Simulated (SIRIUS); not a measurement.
# W2C (P-3m1) in SIRIUS: settings compared

One crystal, W2C, is run at these levels: PBEsol, PBE; tasks: single point.

Everything below comes from runs of SIRIUS 7.12.0. Logs are shortened: lines on timing, memory, paths and dates and some standing lists are left out, and cuts for length are marked. The log counts tension as positive stress, the text compression.

## (1) Starting point

Symmetry: P-3m1, No. 164, trigonal system. The conventional cell has a = 3.070 Å, b = 3.070 Å, c = 4.678 Å, α = 90.00°, β = 90.00°, γ = 120.00°. W (site symmetry 3m) has 3 C at 2.13 Å as nearest neighbours. C (site symmetry -3m) has 6 W at 2.13 Å as nearest neighbours.

The cell comes from a database or a generator and needn't be the stable form of this composition.

## (2) Single point, PBEsol

File sirius.json:

```json
{
  "control": {
    "processing_unit": "cpu",
    "std_evp_solver_name": "lapack",
    "gen_evp_solver_name": "lapack",
    "verbosity": 2,
    "print_forces": true,
    "ortho_rf": true,
    "use_second_variation": true,
    "rmt_max": 3.0,
    "num_bands_to_print": 24,
    "save_wf": true
  },
  "parameters": {
    "electronic_structure_method": "full_potential_lapwlo",
    "xc_functionals": ["XC_GGA_X_PBE_SOL", "XC_GGA_C_PBE_SOL"],
    "core_relativity": "dirac",
    "valence_relativity": "iora",
    "num_fv_states": 42,
    "smearing": "fermi_dirac",
    "smearing_width": 0.0018374661,
    "pw_cutoff": 24,
    "gk_cutoff": 4.66,
    "lmax_apw": 13,
    "lmax_rho": 8,
    "lmax_pot": 8,
    "num_mag_dims": 0,
    "auto_rmt": 0,
    "ngridk": [10, 10, 6],
    "shiftk": [0, 0, 0],
    "num_dft_iter": 80,
    "energy_tol": 1e-07,
    "density_tol": 1e-05,
    "use_symmetry": true
  },
  "settings": {"tol_ne": 1e-10},
  "iterative_solver": {"type": "exact"},
  "mixer": {"type": "anderson", "beta": 0.5, "max_history": 8},
  "unit_cell": {
    "lattice_vectors": [[5.8015454535, 0.0, 0.0], [-2.9007727267, 5.0242857438, 0.0], [0.0, 0.0, 8.8409476138]],
    "atom_types": ["C", "W"],
    "atom_files": {"C": "C.json", "W": "W.json"},
    "atoms": {
      "C": [[0.0, 0.0, 0.0]],
      "W": [[0.6666666667, 0.3333333333, 0.253669], [0.3333333333, 0.6666666667, 0.746331]]
    }
  }
}
```

File C.json:

```json
{
  "name": "carbon",
  "symbol": "C",
  "number": 6,
  "mass": 12.0107,
  "rmin": 1e-06,
  "rmt": 1.46,
  "nrmt": 800,
  "rinf": 14.98,
  "core": "1s",
  "valence": [
    {"basis": [{"enu": 0.34, "dme": 0, "n": 0, "auto": 0}, {"enu": 0.34, "dme": 1, "n": 0, "auto": 0}]},
    {"l": 0, "n": 1, "basis": [{"enu": 0.339, "dme": 0, "n": 0, "auto": 0}]},
    {"l": 1, "n": 2, "basis": [{"enu": 0.44, "dme": 0, "n": 0, "auto": 0}]},
    {"l": 2, "n": 3, "basis": [{"enu": 0.44, "dme": 0, "n": 0, "auto": 0}]},
    {"l": 3, "n": 4, "basis": [{"enu": 0.44, "dme": 0, "n": 0, "auto": 0}]}
  ],
  "lo": [
    {"l": 0, "basis": [{"enu": 0.339, "dme": 0, "n": 0, "auto": 0}, {"enu": 0.339, "dme": 1, "n": 0, "auto": 0}]},
    {"l": 0, "basis": [{"enu": 0.339, "dme": 1, "n": 0, "auto": 0}, {"enu": 0.339, "dme": 2, "n": 0, "auto": 0}]},
    {
      "l": 0,
      "basis": [{"enu": 0.339, "dme": 0, "n": 0, "auto": 0}, {"enu": 5.9686, "dme": 0, "n": 0, "auto": 0}]
    },
    {"l": 1, "basis": [{"enu": 0.44, "dme": 0, "n": 0, "auto": 0}, {"enu": 0.44, "dme": 1, "n": 0, "auto": 0}]},
    {"l": 1, "basis": [{"enu": 0.44, "dme": 1, "n": 0, "auto": 0}, {"enu": 0.44, "dme": 2, "n": 0, "auto": 0}]},
    {"l": 1, "basis": [{"enu": 0.44, "dme": 0, "n": 0, "auto": 0}, {"enu": 6.914, "dme": 0, "n": 0, "auto": 0}]},
    {"l": 2, "basis": [{"enu": 0.44, "dme": 0, "n": 0, "auto": 0}, {"enu": 0.44, "dme": 1, "n": 0, "auto": 0}]},
    {"l": 2, "basis": [{"enu": 0.44, "dme": 1, "n": 0, "auto": 0}, {"enu": 0.44, "dme": 2, "n": 0, "auto": 0}]},
    {"l": 2, "basis": [{"enu": 0.44, "dme": 0, "n": 0, "auto": 0}, {"enu": 7.7584, "dme": 0, "n": 0, "auto": 0}]},
    {"l": 3, "basis": [{"enu": 0.44, "dme": 0, "n": 0, "auto": 0}, {"enu": 0.44, "dme": 1, "n": 0, "auto": 0}]}
  ],
  "free_atom": [... radial grid and density of the free atom, the start of the SCF ...]
}
```

File W.json:

```json
{
  "name": "tungsten",
  "symbol": "W",
  "number": 74,
  "mass": 183.84,
  "rmin": 1e-06,
  "rmt": 2.42,
  "nrmt": 800,
  "rinf": 14.93,
  "core": "1s2s2p3s3p3d4s4p4d",
  "valence": [
    {"basis": [{"enu": 0.34, "dme": 0, "n": 0, "auto": 0}, {"enu": 0.34, "dme": 1, "n": 0, "auto": 0}]},
    {"l": 0, "n": 1, "basis": [{"enu": 0.44, "dme": 0, "n": 0, "auto": 0}]},
    {"l": 1, "n": 2, "basis": [{"enu": 0.44, "dme": 0, "n": 0, "auto": 0}]},
    {"l": 2, "n": 3, "basis": [{"enu": 0.44, "dme": 0, "n": 0, "auto": 0}]},
    {"l": 3, "n": 4, "basis": [{"enu": 0.44, "dme": 0, "n": 0, "auto": 0}]},
    {"l": 4, "n": 5, "basis": [{"enu": 0.44, "dme": 0, "n": 0, "auto": 0}]}
  ],
  "lo": [
    {"l": 0, "basis": [{"enu": 0.44, "dme": 0, "n": 0, "auto": 0}, {"enu": 0.44, "dme": 1, "n": 0, "auto": 0}]},
    {
      "l": 0,
      "basis": [{"enu": -2.2875, "dme": 0, "n": 5, "auto": 1}, {"enu": -2.2875, "dme": 1, "n": 5, "auto": 1}]
    },
    {
      "l": 0,
      "basis": [{"enu": -2.2875, "dme": 1, "n": 5, "auto": 1}, {"enu": 0.44, "dme": 0, "n": 0, "auto": 0}]
    },
    {"l": 0, "basis": [{"enu": 0.44, "dme": 0, "n": 0, "auto": 0}, {"enu": 3.1721, "dme": 0, "n": 0, "auto": 0}]},
    {"l": 1, "basis": [{"enu": 0.44, "dme": 0, "n": 0, "auto": 0}, {"enu": 0.44, "dme": 1, "n": 0, "auto": 0}]},
    {
      "l": 1,
      "basis": [{"enu": -0.9774, "dme": 0, "n": 5, "auto": 1}, {"enu": -0.9774, "dme": 1, "n": 5, "auto": 1}]
    },
    {
      "l": 1,
      "basis": [{"enu": -0.9774, "dme": 1, "n": 5, "auto": 1}, {"enu": 0.44, "dme": 0, "n": 0, "auto": 0}]
    },
    {"l": 1, "basis": [{"enu": 0.44, "dme": 0, "n": 0, "auto": 0}, {"enu": 3.5819, "dme": 0, "n": 0, "auto": 0}]},
    {"l": 2, "basis": [{"enu": 0.44, "dme": 0, "n": 0, "auto": 0}, {"enu": 0.44, "dme": 1, "n": 0, "auto": 0}]},
    {"l": 2, "basis": [{"enu": 0.44, "dme": 1, "n": 0, "auto": 0}, {"enu": 0.44, "dme": 2, "n": 0, "auto": 0}]},
    {"l": 2, "basis": [{"enu": 0.44, "dme": 0, "n": 0, "auto": 0}, {"enu": 3.1038, "dme": 0, "n": 0, "auto": 0}]},
    {"l": 3, "basis": [{"enu": 0.44, "dme": 0, "n": 0, "auto": 0}, {"enu": 0.44, "dme": 1, "n": 0, "auto": 0}]},
    {
      "l": 3,
      "basis": [{"enu": -0.6262, "dme": 0, "n": 4, "auto": 1}, {"enu": -0.6262, "dme": 1, "n": 4, "auto": 1}]
    },
    {
      "l": 3,
      "basis": [{"enu": -0.6262, "dme": 1, "n": 4, "auto": 1}, {"enu": 0.44, "dme": 0, "n": 0, "auto": 0}]
    },
    {"l": 3, "basis": [{"enu": 0.44, "dme": 0, "n": 0, "auto": 0}, {"enu": 4.4015, "dme": 0, "n": 0, "auto": 0}]},
    {"l": 4, "basis": [{"enu": 0.44, "dme": 0, "n": 0, "auto": 0}, {"enu": 0.44, "dme": 1, "n": 0, "auto": 0}]},
    {"l": 4, "basis": [{"enu": 0.44, "dme": 0, "n": 0, "auto": 0}, {"enu": 3.7185, "dme": 0, "n": 0, "auto": 0}]}
  ],
  "free_atom": [... radial grid and density of the free atom, the start of the SCF ...]
}
```

File sirius_start.json:

```json
{
  "control": {
    "processing_unit": "cpu",
    "std_evp_solver_name": "lapack",
    "gen_evp_solver_name": "lapack",
    "verbosity": 1,
    "print_forces": false,
    "ortho_rf": true,
    "use_second_variation": true,
    "rmt_max": 3.0,
    "num_bands_to_print": 24,
    "save_wf": false
  },
  "parameters": {
    "electronic_structure_method": "full_potential_lapwlo",
    "xc_functionals": ["XC_LDA_X", "XC_LDA_C_PW"],
    "core_relativity": "dirac",
    "valence_relativity": "iora",
    "num_fv_states": 42,
    "smearing": "fermi_dirac",
    "smearing_width": 0.0055123983,
    "pw_cutoff": 24,
    "gk_cutoff": 3.73,
    "lmax_apw": 13,
    "lmax_rho": 8,
    "lmax_pot": 8,
    "num_mag_dims": 0,
    "auto_rmt": 0,
    "ngridk": [4, 4, 2],
    "shiftk": [0, 0, 0],
    "num_dft_iter": 30,
    "energy_tol": 0.01,
    "density_tol": 0.05,
    "use_symmetry": true
  },
  "settings": {"tol_ne": 1e-10},
  "iterative_solver": {"type": "exact"},
  "mixer": {"type": "anderson", "beta": 0.5, "max_history": 8},
  "unit_cell": {
    "lattice_vectors": [[5.8015454535, 0.0, 0.0], [-2.9007727267, 5.0242857438, 0.0], [0.0, 0.0, 8.8409476138]],
    "atom_types": ["C", "W"],
    "atom_files": {"C": "C.json", "W": "W.json"},
    "atoms": {
      "C": [[0.0, 0.0, 0.0]],
      "W": [[0.6666666667, 0.3333333333, 0.253669], [0.3333333333, 0.6666666667, 0.746331]]
    }
  }
}
```

Potentials or basis: all-electron FP-LAPW, apw+lo standard.

Command:

```bash
$ OMP_NUM_THREADS=1 sirius.scf --input=sirius_start.json --output=start.json
$ OMP_NUM_THREADS=1 sirius.scf --input=sirius.json --output=output.json --task=1
```

Standard output:

```text
[info] SIRIUS version : 7.12.0
[info] number of MPI ranks           : 1
[info] MPI grid                      : 1 1
[info] maximum number of OMP threads : 1
[fft] FFT context for density and potential
[fft] =====================================
[fft]   plane wave cutoff                     : 24
[fft]   grid size                             : 48 48 72   total : 165888
[fft]   grid limits                           : -23 24   -23 24   -35 36
[fft]   number of G-vectors within the cutoff : 60163
[fft]   number of G-shells                    : 2987
[fft] FFT context for coarse grid
[fft] =====================================
[fft]   plane wave cutoff                     : 9.32
[fft]   grid size                             : 20 20 30   total : 12000
[fft]   grid limits                           : -9 10   -9 10   -14 15
[fft]   number of G-vectors within the cutoff : 3549
[fft]   number of G-shells                    : 226
[unit cell] lattice vectors
[unit cell]   a1 :       5.8015454535      0.0000000000      0.0000000000
[unit cell]   a2 :      -2.9007727267      5.0242857438      0.0000000000
[unit cell]   a3 :       0.0000000000      0.0000000000      8.8409476138
[unit cell] reciprocal lattice vectors
[unit cell]   b1 :       1.0830192330      0.6252814457     -0.0000000000
[unit cell]   b2 :       0.0000000000      1.2505628914      0.0000000000
[unit cell]   b3 :       0.0000000000     -0.0000000000      0.7106913853
[unit cell] unit cell volume :       257.70144112 [a.u.^3]
[unit cell] 1/sqrt(omega)    :         0.06229333
[unit cell] MT volume        :       131.76724262 (51.13%)
[unit cell] IT volume        :       125.93419851 (48.87%)
[unit cell] number of atom types : 2
[unit cell] type id : 0 symbol :  C mt_radius :   1.460000 num_atoms : 1
[unit cell] type id : 1 symbol :  W mt_radius :   2.420000 num_atoms : 2
[unit cell] total number of atoms : 3
[unit cell] number of symmetry classes : 2
[unit cell] atom id  type id  class id             position                      vector_field
[unit cell] ------------------------------------------------------------------------------------------
[unit cell]      0        0        0      0.00000   0.00000   0.00000      0.00000   0.00000   0.00000
[unit cell]      1        1        1      0.66667   0.33333   0.25367      0.00000   0.00000   0.00000
[unit cell]      2        1        1      0.33333   0.66667   0.74633      0.00000   0.00000   0.00000
[unit cell] atom id         position (Cartesian, a.u.)
[unit cell] ---------------------------------------------
[unit cell]      0       0.000000    0.000000    0.000000
[... 425 lines left out ...]
[generate_core_charge_density]   n,l,k : 3 1 1  energy :         -92.01580913
[generate_core_charge_density]   n,l,k : 3 1 2  energy :         -81.27117496
[generate_core_charge_density]   n,l,k : 3 2 2  energy :         -66.86399241
[generate_core_charge_density]   n,l,k : 3 2 3  energy :         -64.52677332
[... 31 lines left out ...]
[find] valence_eval_sum               :     -27.81132704
[find] core_eval_sum                  :  -19760.20005892
[find] kinetic energy                 :   36451.91852519
[find] enuc                           :  -40471.91479274
[find] <rho|V^{XC}>                   :    -851.33900556
[find] <rho|E^{XC}>                   :    -646.46622032
[find] <mag|B^{XC}>                   :       0.00000000
[find] <rho|V^{H}>                    :  -55388.59090560
[find] smearing (-TS)                 :      -0.00067671
[find] SCF correction                 :      -0.00000392
[find] Total energy                   :  -32360.75794459 (Ha),  -64721.51588918 (Ry)
[find] Free energy (E-TS)             :  -32360.75862130 (Ha),  -64721.51724260 (Ry)
[find] band gap (eV)                  :       0.00000000
[find] Efermi                         :       0.55442254
[find] iteration : 8, RMS (target) : 9.1931e-07 (1.0000e-05) , energy difference (target) : 1.8190e-11 (1.0000e-07)
[find] converged after 9 SCF iterations!
Warning in function "check_num_electrons" at src/density/density.cpp:1179
wrong number of electrons
  obtained value : 154
  target value : 154
  difference : 8.35301e-05
  total core leakage : 7.72679e-05
    atom class : 0, core leakage : 7.34461e-05
    atom class : 1, core leakage : 1.91092e-06
[find] Charges and magnetic moments
[find] --------------------------------------------------------------------------------
[find] atom      charge    core leakage
[find] --------------------------------------------------------------------------------
[find]    0    4.349032    7.344609e-05
[find]    1   71.788691    1.910920e-06
[find]    2   71.788691    1.910920e-06
[find] total core leakage    : 7.72679301e-05
[find] interstitial charge   : 6.073501
[find] total charge          : 153.999916
[find] Energy
[find] --------------------------------------------------------------------------------
[find] valence_eval_sum               :     -27.81132704
[find] core_eval_sum                  :  -19760.20005892
[find] kinetic energy                 :   36451.91852519
[find] enuc                           :  -40471.91479274
[find] <rho|V^{XC}>                   :    -851.33900556
[find] <rho|E^{XC}>                   :    -646.46622032
[find] <mag|B^{XC}>                   :       0.00000000
[find] <rho|V^{H}>                    :  -55388.59090560
[find] smearing (-TS)                 :      -0.00067671
[find] SCF correction                 :      -0.00000392
[find] Total energy                   :  -32360.75794459 (Ha),  -64721.51588918 (Ry)
[find] Free energy (E-TS)             :  -32360.75862130 (Ha),  -64721.51724260 (Ry)
[find] band gap (eV)                  :       0.00000000
[find] Efermi                         :       0.55442254
[ground_state]
[ground_state] ==== total Forces in Ha/bohr =====
[ground_state] atom:    0, force:       0.0000000      0.0000000      0.0000000
[ground_state] atom:    1, force:       0.0000000      0.0000000     -0.0033752
[ground_state] atom:    2, force:      -0.0000000      0.0000000      0.0033752
[ground_state] ==== contribution from density =====
[ground_state] atom:    0, force:       0.0000000      0.0000000      0.0000000
[ground_state] atom:    1, force:       0.0000000     -0.0000000      0.7319802
[ground_state] atom:    2, force:      -0.0000000      0.0000000     -0.7319802
[ground_state] ==== contribution from Hartree potential =====
[ground_state] atom:    0, force:       0.0000000      0.0000000      0.0000000
[ground_state] atom:    1, force:      -0.0000000      0.0000000     -0.5628796
[ground_state] atom:    2, force:      -0.0000000     -0.0000000      0.5628796
[ground_state] ==== contribution from IBS =====
[ground_state] atom:    0, force:       0.0000000      0.0000000      0.0000000
[ground_state] atom:    1, force:       0.0000000      0.0000000     -0.1724758
[ground_state] atom:    2, force:      -0.0000000      0.0000000      0.1724758
```

Wall time 7.2 min (1 thread of Arm Neoverse V2, shared host); peak memory 1.2 GiB.

Results:

```yaml
Free_energy: -880581.1021 eV
Largest_force: 0.174 eV/Å
Band_gap_on_the_k_mesh: none (metal or under the smearing width)
All_electrons_inside_the_program's_atomic_spheres: W 71.79; C 4.35 (radii C 1.46, W 2.42 bohr)
```

Forces on the atoms (eV/Å):
```
W    0.000  0.000 -0.174
W    0.000  0.000  0.174
C    0.000  0.000  0.000
```

The run has no spin-orbit coupling, so splittings on W are missing.

## (3) Single point, PBE

sirius.json: that of step 2 with these lines changed.

```diff
@@ -15,3 +15,3 @@
     "electronic_structure_method": "full_potential_lapwlo",
-    "xc_functionals": ["XC_GGA_X_PBE_SOL", "XC_GGA_C_PBE_SOL"],
+    "xc_functionals": ["XC_GGA_X_PBE", "XC_GGA_C_PBE"],
     "core_relativity": "dirac",
```

C.json is that of step 2.

W.json is that of step 2.

sirius_start.json is that of step 2.

Potentials or basis: all-electron FP-LAPW, apw+lo standard.

Command:

```bash
$ OMP_NUM_THREADS=1 sirius.scf --input=sirius_start.json --output=start.json
$ OMP_NUM_THREADS=1 sirius.scf --input=sirius.json --output=output.json --task=1
```

Standard output:

```text
[info] SIRIUS version : 7.12.0
[info] number of MPI ranks           : 1
[info] MPI grid                      : 1 1
[info] maximum number of OMP threads : 1
[fft] FFT context for density and potential
[fft] =====================================
[fft]   plane wave cutoff                     : 24
[fft]   grid size                             : 48 48 72   total : 165888
[fft]   grid limits                           : -23 24   -23 24   -35 36
[fft]   number of G-vectors within the cutoff : 60163
[fft]   number of G-shells                    : 2987
[fft] FFT context for coarse grid
[fft] =====================================
[fft]   plane wave cutoff                     : 9.32
[fft]   grid size                             : 20 20 30   total : 12000
[fft]   grid limits                           : -9 10   -9 10   -14 15
[... 523 lines left out ...]
[find] valence_eval_sum               :     -27.54956460
[find] core_eval_sum                  :  -19766.13205659
[find] kinetic energy                 :   36466.31812008
[find] enuc                           :  -40479.71048917
[find] <rho|V^{XC}>                   :    -858.43415096
[find] <rho|E^{XC}>                   :    -656.20160343
[find] <mag|B^{XC}>                   :       0.00000000
[find] <rho|V^{H}>                    :  -55401.56559031
[find] smearing (-TS)                 :      -0.00068526
[find] SCF correction                 :       0.00001922
[find] Total energy                   :  -32370.37674847 (Ha),  -64740.75349693 (Ry)
[find] Free energy (E-TS)             :  -32370.37743372 (Ha),  -64740.75486745 (Ry)
[find] band gap (eV)                  :       0.00000000
[find] Efermi                         :       0.56016339
[ground_state]
[ground_state] ==== total Forces in Ha/bohr =====
[ground_state] atom:    0, force:       0.0000000      0.0000000      0.0000000
[ground_state] atom:    1, force:      -0.0000000     -0.0000000     -0.0000097
[ground_state] atom:    2, force:       0.0000000      0.0000000      0.0000097
[ground_state] ==== contribution from density =====
[ground_state] atom:    0, force:       0.0000000      0.0000000      0.0000000
[ground_state] atom:    1, force:       0.0000000      0.0000000      0.7425824
[ground_state] atom:    2, force:      -0.0000000      0.0000000     -0.7425824
[ground_state] ==== contribution from Hartree potential =====
[ground_state] atom:    0, force:       0.0000000      0.0000000      0.0000000
[ground_state] atom:    1, force:      -0.0000000      0.0000000     -0.5733708
[ground_state] atom:    2, force:       0.0000000     -0.0000000      0.5733708
[ground_state] ==== contribution from IBS =====
[ground_state] atom:    0, force:       0.0000000      0.0000000      0.0000000
[ground_state] atom:    1, force:      -0.0000000     -0.0000000     -0.1692214
[ground_state] atom:    2, force:       0.0000000      0.0000000      0.1692214
```

Wall time 8.1 min (1 thread of Arm Neoverse V1, shared host); peak memory 1.2 GiB.

Results:

* Free energy: -880842.8433 eV
* Band gap on the k mesh: none (metal or under the smearing width)
* All electrons inside the program's atomic spheres: W 71.78; C 4.37 (radii C 1.46, W 2.42 bohr)

Levels at points of the mesh, in eV from the Fermi level:
```csv
k point,band 28,band 29,band 30,band 31,band 32,band 33
"(0.00, 0.00, 0.00)",-1.44,-1.32,-1.32,-1.04,-1.04,0.58
"(0.50, 0.00, 0.00)",-3.40,-1.73,1.41,2.27,2.61,3.05
"(0.00, 0.00, 0.50)",-2.78,-2.26,-2.26,1.06,1.06,1.67
"(0.50, 0.00, 0.50)",-2.61,-2.43,-0.45,0.29,2.05,2.60
```

Spin-orbit coupling is left out, which matters for the levels of W.
